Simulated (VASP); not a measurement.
## Input and output of a VASP r²SCAN single-point calculation on MgS (strained zincblende)

INCAR

```
LWAVE = .FALSE.
ISMEAR = 0
IBRION = -1
LASPH = .TRUE.
LCHARG = .FALSE.
NELM = 120
NBANDS = 11
ALGO = Normal
ENCUT = 520
ISIF = 2
NSW = 0
SIGMA = 0.01
LREAL = .FALSE.
PREC = Accurate
EDIFF = 1E-7
METAGGA = R2SCAN
```

KPOINTS

```
KPOINTS created by Atomic Simulation Environment
0
Gamma
8 8 8
0 0 0
```

KPOINTS_OPT

```
special points
6
Reciprocal
0.0000000000 0.0000000000 0.0000000000 1
-0.5000000000 -0.5000000000 0.0000000000 1
-0.3750000000 -0.3750000000 0.2500000000 1
-0.3750000000 0.0000000000 0.3750000000 1
0.0000000000 0.0000000000 0.5000000000 1
-0.5000000000 -0.2500000000 0.2500000000 1
```

POSCAR

```
Mg S
 1.0000000000000000
     0.0000000000000000    2.8308768411999998    2.7176417676000000
     2.8308768411999998    0.0000000000000000    2.7176417676000000
     2.8308768411999998    2.8308768411999998    0.0000000000000000
 Mg  S
   1   1
Cartesian
  0.0000000000000000  0.0000000000000000  0.0000000000000000
  1.4154384205999999  1.4154384205999999  1.3588208838000000
```

VASP ran with the recommended PBE PAW datasets (8 valence electrons in the cell).

Command

```
mpirun -np 1 vasp_std
```

From OUTCAR

```
k-points           NKPTS =     59   k-points in BZ     NKDIM =     59   number of bands    NBANDS=     11

   NELECT =       8.0000    total number of electrons

   dimension x,y,z NGX =    30 NGY =   30 NGZ =   30
   dimension x,y,z NGXF=    60 NGYF=   60 NGZF=   60

  energy-cutoff  :      520.00
  volume of cell :       43.56
      direct lattice vectors                 reciprocal lattice vectors
     0.000000000  2.830876841  2.717641768    -0.176623721  0.176623721  0.183983042
     2.830876841  0.000000000  2.717641768     0.176623721 -0.176623721  0.183983042
     2.830876841  2.830876841  0.000000000     0.176623721  0.176623721 -0.183983042

 k-points in reciprocal lattice and weights: KPOINTS created by Atomic Simulation Env
   0.00000000  0.00000000  0.00000000       0.002
   0.12500000  0.00000000  0.00000000       0.016
   0.25000000  0.00000000  0.00000000       0.016
   0.37500000  0.00000000  0.00000000       0.016
   0.50000000  0.00000000  0.00000000       0.008
   0.12500000  0.12500000  0.00000000       0.004
   0.25000000  0.12500000  0.00000000       0.016
   0.37500000  0.12500000  0.00000000       0.016
   ...

 E-fermi :   1.2018

 k-point     1 :       0.0000    0.0000    0.0000
  band No.  band energies     occupation
      1     -10.8505      2.00000
      2       0.9973      2.00000
      3       0.9973      2.00000
      4       1.1004      2.00000
      5       5.3753      0.00000
      6       9.7249      0.00000
      7       9.7249      0.00000
      8       9.7615      0.00000
      9      12.2188      0.00000
     10      12.8891      0.00000
     11      15.7327      0.00000

 k-point     2 :       0.1250    0.0000    0.0000
  band No.  band energies     occupation
      1     -10.7535      2.00000
      2       0.3490      2.00000
      3       0.9295      2.00000
      4       1.0229      2.00000
      5       6.0274      0.00000
      6       9.5607      0.00000
      7       9.8924      0.00000
      8       9.9616      0.00000
      9      11.8322      0.00000
     10      12.3449      0.00000
     11      15.2103      0.00000

 k-point     3 :       0.2500    0.0000    0.0000
  band No.  band energies     occupation
      1     -10.5016      2.00000
      2      -0.8810      2.00000
      3       0.7764      2.00000
      4       0.9202      2.00000
      5       6.8698      0.00000
      6       9.6245      0.00000
      7       9.7539      0.00000
      8      10.1210      0.00000
      9      12.1767      0.00000
     10      12.2523      0.00000
     11      14.3438      0.00000

 k-point     4 :       0.3750    0.0000    0.0000
  band No.  band energies     occupation
      1     -10.2185      2.00000
      2      -1.8790      2.00000
      3       0.6362      2.00000
      4       0.8272      2.00000
      5       6.9950      0.00000
      6       9.2903      0.00000
      7       9.6963      0.00000
      8      10.3175      0.00000
      9      13.4890      0.00000
     10      13.7374      0.00000
     11      14.4634      0.00000

 k-point     5 :       0.5000    0.0000    0.0000
  band No.  band energies     occupation
      1     -10.0895      2.00000
      2      -2.2613      2.00000
      3       0.5814      2.00000
      4       0.7908      2.00000
      5       6.9452      0.00000
      6       9.0976      0.00000
      7       9.5432      0.00000
      8      10.5202      0.00000
      9      14.8442      0.00000
     10      15.1654      0.00000
     11      15.2736      0.00000

 k-point     6 :       0.1250    0.1250    0.0000
  band No.  band energies     occupation
      1     -10.7142      2.00000
      2       0.4169      2.00000
      3       0.7864      2.00000
      4       0.7864      2.00000
      5       6.2823      0.00000
      6       9.1609      0.00000
      7      10.1750      0.00000
      8      10.1750      0.00000
      9      11.5369      0.00000
     10      12.5170      0.00000
     11      16.2876      0.00000

 k-point     7 :       0.2500    0.1250    0.0000
  band No.  band energies     occupation
      1     -10.5083      2.00000
      2      -0.5509      2.00000
      3       0.5886      2.00000
      4       0.7149      2.00000
      5       7.0477      0.00000
      6       8.8883      0.00000
      7      10.0886      0.00000
      8      10.3902      0.00000
      9      11.4551      0.00000
     10      12.9176      0.00000
     11      15.4155      0.00000

 k-point     8 :       0.3750    0.1250    0.0000
  band No.  band energies     occupation
      1     -10.2312      2.00000
      2      -1.5558      2.00000
      3       0.4537      2.00000
      4       0.5638      2.00000
      5       7.3011      0.00000
      6       9.0830      0.00000
      7       9.8568      0.00000
      8       9.9888      0.00000
      9      12.6988      0.00000
     10      14.2969      0.00000
     11      15.1942      0.00000

 k-point     9 :       0.5000    0.1250    0.0000
  band No.  band energies     occupation
      1     -10.0500      2.00000
      2      -2.0956      2.00000
      3       0.3900      2.00000
      4       0.4463      2.00000
      5       7.3363      0.00000
      6       8.6943      0.00000
      7       9.5980      0.00000
      8      10.8736      0.00000
      9      13.7059      0.00000
     10      15.2906      0.00000
     11      16.2381      0.00000

 k-point    10 :      -0.3750    0.1250    0.0000
  band No.  band energies     occupation
      1     -10.1024      2.00000
      2      -1.9520      2.00000
      3       0.3062      2.00000
      4       0.5677      2.00000
      5       7.5167      0.00000
      6       8.6328      0.00000
      7       9.5351      0.00000
      8      10.8766      0.00000
      9      13.3444      0.00000
     10      14.9746      0.00000
     11      15.6217      0.00000

 k-point    11 :      -0.2500    0.1250    0.0000
  band No.  band energies     occupation
      1     -10.3459      2.00000
      2      -1.2096      2.00000
      3       0.3860      2.00000
      4       0.7603      2.00000
      5       7.5273      0.00000
      6       9.0619      0.00000
      7       9.8534      0.00000
      8       9.9417      0.00000
      9      11.5941      0.00000
     10      13.9495      0.00000
     11      15.5974      0.00000

 k-point    12 :      -0.1250    0.1250    0.0000
  band No.  band energies     occupation
      1     -10.6102      2.00000
      2      -0.2636      2.00000
      3       0.6806      2.00000
      4       0.9168      2.00000
      5       6.7846      0.00000
      6       9.3925      0.00000
      7       9.9592      0.00000
      8      10.1144      0.00000
      9      10.9604      0.00000
     10      12.6230      0.00000
     11      16.0751      0.00000

 k-point    13 :       0.2500    0.2500    0.0000
  band No.  band energies     occupation
      1     -10.3623      2.00000
      2      -0.6840      2.00000
      3       0.3350      2.00000
      4       0.3350      2.00000
      5       6.9347      0.00000
      6       8.1761      0.00000
      7      10.6326      0.00000
      8      11.3556      0.00000
      9      11.3556      0.00000
     10      13.3920      0.00000
     11      17.6998      0.00000

 k-point    14 :       0.3750    0.2500    0.0000
  band No.  band energies     occupation
      1     -10.1322      2.00000
      2      -1.2960      2.00000
      3       0.0816      2.00000
      4       0.1638      2.00000
      5       6.6826      0.00000
      6       8.0939      0.00000
      7      10.5711      0.00000
      8      11.4434      0.00000
      9      12.8946      0.00000
     10      14.6158      0.00000
     11      16.9406      0.00000

 k-point    15 :       0.5000    0.2500    0.0000
  band No.  band energies     occupation
      1      -9.9496      2.00000
      2      -1.7161      2.00000
      3      -0.3055      2.00000
      4       0.1528      2.00000
      5       6.7043      0.00000
      6       8.6375      0.00000
      7      10.6269      0.00000
      8      10.9638      0.00000
      9      13.8897      0.00000
     10      15.4124      0.00000
     11      16.9429      0.00000

 k-point    16 :      -0.3750    0.2500    0.0000
  band No.  band energies     occupation
      1      -9.9423      2.00000
      2      -1.7001      2.00000
      3      -0.5782      2.00000
      4       0.3056      2.00000
      5       7.1126      0.00000
      6       8.9591      0.00000
      7      10.5974      0.00000
      8      10.9119      0.00000
      9      13.3470      0.00000
     10      13.5455      0.00000
     11      17.4392      0.00000

 ...

  Total        0.5673733      0.5673733      0.7617884      0.0000000     -0.0000000      0.0000000
  in kB       20.8696590     20.8696590     28.0208178      0.0000000     -0.0000000      0.0000000
  external PRESSURE =      23.2533786 kB  Pullay stress =       0.0000000 kB

 POSITION                                       TOTAL-FORCE (eV/Angst)
 -----------------------------------------------------------------------------------
      0.00000      0.00000      0.00000        -0.000000     -0.000000      0.000000
      1.41544      1.41544      1.35882         0.000000      0.000000      0.000000
 -----------------------------------------------------------------------------------
    total drift:                               -0.000003     -0.000003     -0.000001

  FREE ENERGIE OF THE ION-ELECTRON SYSTEM (eV)
  ---------------------------------------------------
  free  energy   TOTEN  =       -15.4361800954 eV

  energy  without entropy=      -15.4361800954  energy(sigma->0) =      -15.43618010
```

```
gap between bands v and c : 4.15 eV
least direct gap          : 4.27 eV
pressure                  : 2.3 GPa
```

Band v is the last that the valence electrons fill when counted band by band, and c is the next.

The run took about 100 s on one core of a shared host (Intel Xeon Platinum 8488C) and held 0.19 GiB at most.
